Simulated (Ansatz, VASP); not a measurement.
Two plane-wave programs on CdF2

```xyz
3
Lattice="0.0000 2.6392 2.6392 2.6392 0.0000 2.6392 2.6392 2.6392 0.0000" Properties=species:S:1:pos:R:3 pbc="T T T"
Cd    0.0000    0.0000    0.0000
F     1.3196    1.3196    1.3196
F     3.9588    3.9588    3.9588
```

Alike in both runs: task single point; functional r2SCAN; k mesh 6 × 6 × 6; no spin polarisation.

|  | VASP | Ansatz |
| --- | --- | --- |
| version | VASP 6.6.1 | Ansatz 0.2.0 |
| potentials or method | VASP PAW PBE potentials, release 64 (Cd, F) | plane waves, PAW |
| plane-wave cutoff (eV) | 520 | 500 |
| occupations | gaussian, width 0.01 eV | fixed |
| valence electrons in the cell | 26 | 34 |

```tsv
	VASP	Ansatz	Ansatz less VASP
gap on the k mesh at the Fermi level (eV)	4.00	4.05	+0.049
pressure (GPa)	9.5	8.1	-1.43
```

The two sets of potentials don't hold the same shells in valence.

Caveats: the PAW data sets were made with another functional, which shifts forces and pressure a little (VASP). r2SCAN opens gaps a little over a GGA but as a rule still falls short of measured ones. A k mesh can miss the band edges.
